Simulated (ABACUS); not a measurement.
Write the native input for ABACUS 3.10.1 that does the following.

```yaml
Task: band structure
Functional: PBEsol
Potentials_or_basis: SG15 ONCV 1.2 PBE
Cutoff: 1361 eV
Density_cutoff: 5442 eV
Basis: DZP LCAO (the cutoffs set its grid)
Occupations: fermi-dirac, width 0.05 eV
Spin: no spin polarisation
Orbital_files: Bi Bi_confined-atom_8au_2s2p2d.orb
Radial_cutoff_of_the_potentials_pseudo_rcut: 10 bohr
Density: read from an earlier self-consistent run
Path: G-H-N-G-P-H, P-N
Points_for_each_segment_of_the_path: 10
SCF_threshold_on_the_density: 1e-07
Max_SCF_steps: 100
Eigensolver: genelpa
Mixing: broyden
Mixing_share: 0.7
Symmetry_key: -1
Bands: 18
```

Bi:

```xyz
1
Lattice="-1.9814 1.9814 1.9814 1.9814 -1.9814 1.9814 1.9814 1.9814 -1.9814" Properties=species:S:1:pos:R:3 pbc="T T T"
Bi    0.0000    0.0000    0.0000
```

This isn't the form of Bi at room conditions, which is rhombohedral.

One way to write it, as run:

INPUT

```
INPUT_PARAMETERS
suffix              Bi
calculation         nscf
basis_type          lcao
pseudo_dir          ./
orbital_dir         ./
symmetry            -1
dft_functional      pbesol
ecutwfc             100.0
pseudo_rcut         10
nspin               1
nbands              18
ks_solver           genelpa
smearing_method     fd
smearing_sigma      0.00367493
scf_thr             1e-07
scf_nmax            100
mixing_type         broyden
mixing_beta         0.7
init_chg            file
out_band            1
```

STRU

```
ATOMIC_SPECIES
Bi 208.9804 Bi_ONCV_PBE-1.2.upf

NUMERICAL_ORBITAL
Bi_confined-atom_8au_2s2p2d.orb

LATTICE_CONSTANT
1.8897261246

LATTICE_VECTORS
-1.9814305300 1.9814305300 1.9814305300
1.9814305300 -1.9814305300 1.9814305300
1.9814305300 1.9814305300 -1.9814305300

ATOMIC_POSITIONS
Direct

Bi
0.0
1
0.0000000000 0.0000000000 0.0000000000 1 1 1
```

KPT

```
K_POINTS
8
Line
0.00000000 0.00000000 0.00000000 10 // G
0.50000000 -0.50000000 0.50000000 10 // H
0.00000000 0.00000000 0.50000000 10 // N
0.00000000 0.00000000 0.00000000 10 // G
0.25000000 0.25000000 0.25000000 10 // P
0.50000000 -0.50000000 0.50000000 1 // H
0.25000000 0.25000000 0.25000000 10 // P
0.00000000 0.00000000 0.50000000 1 // N
```

Potentials or basis: SG15 ONCV 1.2 PBE, DZP LCAO (the cutoffs set its grid).

The run is started by

```bash
$ OMP_NUM_THREADS=1 mpirun -np 4 abacus > log
```

Wall time 0.7 s on 4 MPI ranks on Intel(R) Xeon(R) Platinum 8488C (Sapphire Rapids), on a shared host, peak memory 0.36 GiB a rank.
